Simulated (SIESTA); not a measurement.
Runs of SIESTA 5.4.2 on Ca. The cell holds a slab with vacuum, 4 atoms: a = 3.814 Å, b = 3.814 Å, c = 24.356 Å, α = 90.00°, β = 90.00°, γ = 109.69°. The slab is cut from a database's or a generator's crystal, which needn't be the stable form of the element.

| potentials or basis | gap on the mesh (eV) | largest force (eV/Å) |
| --- | --- | --- |
| PseudoDojo 0.4 standard (PBE files), DZP (energy shift 0.003 Ry; two zetas on semicore shells; d shell added on Ca) | none | 0.12 |
| SG15 1.2 (PBE files) or PseudoDojo by element, DZP (energy shift 0.003 Ry; two zetas on semicore shells; d shell added on Ca) | none | 0.16 |
| SPMS 1.0 (PBE files) or PseudoDojo by element, DZP (energy shift 0.003 Ry; two zetas on semicore shells; d shell added on Ca) | none | (a) |
| PseudoDojo 0.5 standard (PBE files), DZP (energy shift 0.003 Ry; two zetas on semicore shells; d shell added on Ca) | none | 0.12 |

Alike in all rows: task band structure; level PBE; no spin polarisation; cell as given; k mesh 7 × 7 × 1; smearing fermi-dirac 0.05 eV; grid cutoff 800 Ry; energy shift 0.003 Ry.

Fill in the values left out.

(a) 0.15.

Caveats: the basis of atomic orbitals isn't converged, which shifts pressures, moduli and gaps.

A gap of «none» marks a metal or a gap under the smearing width.
